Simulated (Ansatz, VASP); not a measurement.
## Na in VASP and in Ansatz

```
Na
1.0
     0.00000    2.66431    2.66431
     2.66431    0.00000    2.66431
     2.66431    2.66431    0.00000
Na
1
Direct
  0.00000 0.00000 0.00000
```

Alike in both runs: task single point; functional revPBE; k mesh 17 × 17 × 17; occupations fermi-dirac, width 0.1 eV; no spin polarisation.

|  | VASP | Ansatz |
| --- | --- | --- |
| version | VASP 6.6.1 | Ansatz 0.2.0 |
| potentials or method | VASP PAW PBE potentials, release 64 (Na_pv) | plane waves (420 eV) with PAW, scalar-relativistic |
| plane-wave cutoff (eV) | 520 | 420 |
| valence electrons in the cell | 7 | 9 |

```tsv
	VASP	Ansatz	Ansatz less VASP
pressure (GPa)	0.4	0.3	-0.04
```

The two sets of potentials don't hold the same shells in valence.

Caveats: the PAW data sets were made with another functional, which shifts forces and pressure a little (VASP).
